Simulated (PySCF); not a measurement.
Bonds (- single, = double, # triple, : aromatic): C1-C2 1.533 Å, C2-C3 1.534 Å, C2-C4 1.528 Å, C2-O5 1.420 Å. C1 carries H6, H7, H8; C3 carries H9, H10, H11; C4 carries H12, H13, H14; O5 carries H15.

Computed data (PySCF): geometry from GFN2-xTB, PBE0/pcSseg-1 with gauge-including orbitals. A single conformation, isolated molecule, rapidly exchanging positions averaged, no relativistic terms.

δ = σ(ref) − σ, references computed at the same level: 13C and 1H against TMS; 17O against H2O.

| atoms | nucleus | count | δ (ppm) |
| --- | --- | --- | --- |
| H6/H7/H8/H9/H10/H11/H12/H13/H14 | 1H | 9 | ? |
| O5 | 17O | 1 | ? |
| C1/C3/C4 | 13C | 3 | 33.1 |
| C2 | 13C | 1 | 70.6 |
| H15 | 1H | 1 | 0.21 |

Complete the table.

Answers


- H6/H7/H8/H9/H10/H11/H12/H13/H14: 1.23 ppm, hydrogen on a methyl carbon
- O5: 96.1 ppm, alcohol oxygen

The OH or NH signal is concentration- and solvent-dependent in practice; the value given is the gas-phase one. Shifts are as computed. Against solution values, carbons near 30 ppm lie about +3 ppm off and those near 130 ppm about +5 ppm. Of 1211 compounds with measured shifts, 218 miss one by over three times the rms of a fit or turn the order of signals round; such compounds aren't used in these exercises. Experimental scales use liquid or dissolved standards, which lie at an offset from isolated H2O (liquid H2O: subtract about 36 ppm).
